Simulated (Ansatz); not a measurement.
**Re: the order of phases, without relativity**

Aim: relax Re in several structures (fcc, bcc, hcp) and rank them by energy, without relativity. The runs shown use PAW and LAPW.

Computed with Ansatz 0.2.0 (DFT PBE, with the methods named in each step, unless a step's input says otherwise).

### Step 1. The structure to begin with

It takes space group Fm-3m (No. 225, cubic). The conventional cell has a = 3.911 Å, b = 3.911 Å, c = 3.911 Å, α = 90.00°, β = 90.00°, γ = 90.00°. Re (site symmetry m-3m) has 12 Re at 2.77 Å as nearest neighbours.

As a file:

```
Re
1.0
     0.00000    1.95547    1.95547
     1.95547    0.00000    1.95547
     1.95547    1.95547    0.00000
Re
1
Cartesian
  0.0000 0.0000 0.0000
```

The PAW steps are scalar-relativistic and only prepare the cells; LAPW drops relativity.

### Step 2. Fcc relaxed, PAW

input.yaml

```yaml
crystal:
  lattice:
    - [0.0, 1.9554744261, 1.9554744261]
    - [1.9554744261, 0.0, 1.9554744261]
    - [1.9554744261, 1.9554744261, 0.0]
  atoms:
    - { symbol: Re, position: [0.0, 0.0, 0.0] }
kpoints:
  mp_grid: { grid: [18, 18, 18] }
scf:
  occupations: { method: fermi_dirac, width: 0.05 }
hamiltonian:
  xc: pbe
  pseudopotentials: { kind: paw }
output:
  forces: true
  stress: true
relax:
  f_tol: 0.005
  max_steps: 40
  cell: {}
```

Command:

```
ansatz run input.yaml --threads 1 --pin off --max-ram 3072MiB --backend cpu --events-out ev --progress --plain --runs-dir out
```

After this run come: Fcc relaxed, LAPW; Bcc relaxed, PAW; Bcc relaxed, LAPW; Hcp relaxed, PAW; Hcp relaxed, LAPW.

What does the calculation give? Wanted: lowest (for each run or level that gives them).

The runs gave:

| quantity | value |
| --- | --- |
| lowest (LAPW) | hcp, 78.0 meV/atom under fcc |
| lowest (PAW) | hcp, 65.2 meV/atom under fcc |

**Reading.** By LAPW the order is hcp < fcc < bcc. By PAW the order is hcp < fcc < bcc. Only LAPW drops relativity: the PAW files are scalar-relativistic and give the starting cells, so the two sets of rows differ by relativity and by the method's own errors together. Only these structures were tried, with electrons smeared by 0.05 eV and without vibrations, so the true ground state may be another. The k meshes differ between phases and weren't tested, which can move differences by some meV. Spin-orbit coupling is left out, though the cell holds Re; in elements this heavy it can shift bands and gaps by tenths of an eV.
